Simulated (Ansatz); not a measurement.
The elements of this relaxed trial crystal are hidden behind letters.

```
lattice vectors (Å)
   6.9861    0.0000    0.0000
   0.0000    6.9861    0.0000
   0.0000    0.0000    6.9861
fractional positions
X 0.8422 0.6578 0.3422
X 0.1578 0.3422 0.6578
X 0.3422 0.6578 0.1578
X 0.8422 0.8422 0.8422
X 0.6578 0.1578 0.3422
X 0.6578 0.3422 0.8422
X 0.1578 0.1578 0.1578
X 0.3422 0.8422 0.6578
Z 0.1431 0.8569 0.3569
Z 0.6431 0.6431 0.6431
Z 0.8569 0.3569 0.1431
Z 0.3569 0.1431 0.8569
Z 0.6431 0.8569 0.1431
Z 0.8569 0.1431 0.6431
Z 0.3569 0.3569 0.3569
Z 0.1431 0.6431 0.8569
```

These are results of DFT PBE, scalar-relativistic, plane waves, PAW in Ansatz 0.2.0, not measurements. Cutoff 420 eV, Γ-centred 4×4×4 mesh (16-atom cell), Gaussian smearing of 0.02 eV, no spin polarisation.

```
Space group                               : Pa-3 (No. 205)
Conventional cell                         : a = 6.986 Å
Volume per atom                           : 21.31 Å³
Density                                   : 2.20 g/cm³
Formation energy                          : −1.310 eV/atom
Gap on the 4×4×4 mesh of the 16-atom cell : 2.47 eV
```

Energies are uncorrected and count from the elements' standard states at the same level.

Task: X is an s-block element of period 3 and Z is a p-block element of period 3. Which elements are they?

Result: X = Mg, Z = S, so the formula is MgS. Density times volume gives a mean mass of 2.20 × 21.31/1.6605 = 28.2 u per atom, and this set has 28.2 u. Among the elements that the hints allow, noble gases aside, only these give it. Around Mg lie 4 S at 2.41–2.52 Å; S is surrounded by 4 Mg at 2.41–2.52 Å.

Kohn–Sham gaps at this level usually fall short of measured ones. A later test with randomly moved atoms came back to the same energy, though modes that don't fit the test's cell weren't probed.
